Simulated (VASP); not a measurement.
TaS2: relaxation of cell and atoms with PBE+TS

Crystal: TaS2.

```
Ta S
1.0
     3.35000    0.00000    0.00000
    -1.67500    2.90119    0.00000
     0.00000    0.00000    5.86000
Ta S
1 2
Direct
  0.00000 0.00000 0.00000
  0.66667 0.33333 0.75000
  0.33333 0.66667 0.25000
```

| Property | Result |
| --- | --- |
| Program | VASP 6.6.1 |
| Task | relaxation of cell and atoms |
| Functional | PBE |
| Dispersion | TS |
| Potentials or basis | VASP PAW PBE potentials, release 64 (Ta_pv, S) |
| Cutoff | 600 eV |
| k mesh | 9 × 9 × 5 |
| Occupations | fermi-dirac, width 0.05 eV |
| Spin | no spin polarisation |
| Further INCAR settings | ALGO = Normal; EDIFF = 1e-06; IBRION = 2; EDIFFG = -0.01; NSW = 40; ISIF = 3 |

```json
{"Relaxed volume": "18.61 Å³/atom", "Relaxed cell": "a = 3.345 Å, b = 3.345 Å, c = 5.761 Å, α = 90.00°, β = 90.00°, γ = 120.00°", "Space group after relaxing (to 0.05 Å)": "P-3m1 (No. 164)", "Energy gained by relaxing": "35.9 meV/atom", "Ionic steps": "22", "Pressure after relaxing": "0.0 GPa", "Largest force after relaxing": "0.006 eV/Å", "Band gap on the k mesh": "none (metal or under the smearing width)", "Hirshfeld charges": "Ta +0.33; S -0.17 e", "Dispersion energy per atom": "-0.314 eV"}
```

Forces in eV/Å, atoms in the order of the input:
```
Ta   0.000  0.000  0.000
S    0.000  0.000 -0.006
S    0.000  0.000  0.006
```

The path:
```
step  energy change (eV)  largest force (eV/Å)  pressure (GPa)  volume (Å³)
   1              0.0000                1.2956            6.62        56.95
   2              0.1457                1.4460          -11.26        63.65
   3             -0.0819                0.1369           -1.35        59.36
   4             -0.0820                0.2010           -0.92        59.21
   5             -0.0918                0.1148           -0.52        58.59
   6             -0.0934                0.0811           -0.36        58.36
   7             -0.0931                0.0139           -0.04        57.88
   8             -0.0938                0.0604           -0.26        58.20
   9             -0.0953                0.1116            0.13        57.88
  10             -0.0966                0.2383            1.10        57.11
  11             -0.0970                0.2356            1.09        57.08
  12             -0.0980                0.2284            1.05        56.99
  13             -0.0998                0.2146            0.97        56.80
  14             -0.1030                0.1857            0.84        56.43
  15             -0.1063                0.1241            0.64        55.68
  16             -0.1064                0.1153            0.62        55.59
  17             -0.1074                0.0498            0.14        55.79
  18             -0.1075                0.0381            0.06        55.83
  19             -0.1076                0.0141           -0.12        55.90
  20             -0.1076                0.0119           -0.12        55.91
  21             -0.1077                0.0106           -0.11        55.89
  22             -0.1078                0.0064           -0.01        55.83
```

Final structure:
```
Ta S
1.0
     3.34512    0.00000    0.00000
    -1.67256    2.89696    0.00000
     0.00000    0.00000    5.76095
Ta S
1 2
Cartesian
  0.0000 0.0000 0.0000
  1.6726 0.9657 4.2197
  0.0000 1.9313 1.5413
```

Levels at points of the mesh, in eV from the Fermi level:
| k point | band 8 | band 9 | band 10 | band 11 | band 12 | band 13 | band 14 | band 15 |
| --- | --- | --- | --- | --- | --- | --- | --- | --- |
| (0.00, 0.00, 0.00) | -3.80 | -1.03 | -0.60 | -0.60 | 0.03 | 0.21 | 0.21 | 3.68 |

Wall time 6.1 min on 1 thread of Intel(R) Xeon(R) Platinum 8488C (Sapphire Rapids), on a shared host, peak memory 0.24 GiB.

Caveat: atom-pairwise D2, TS and ULG terms overbind metals. The run has no spin-orbit coupling, so splittings on Ta are missing.
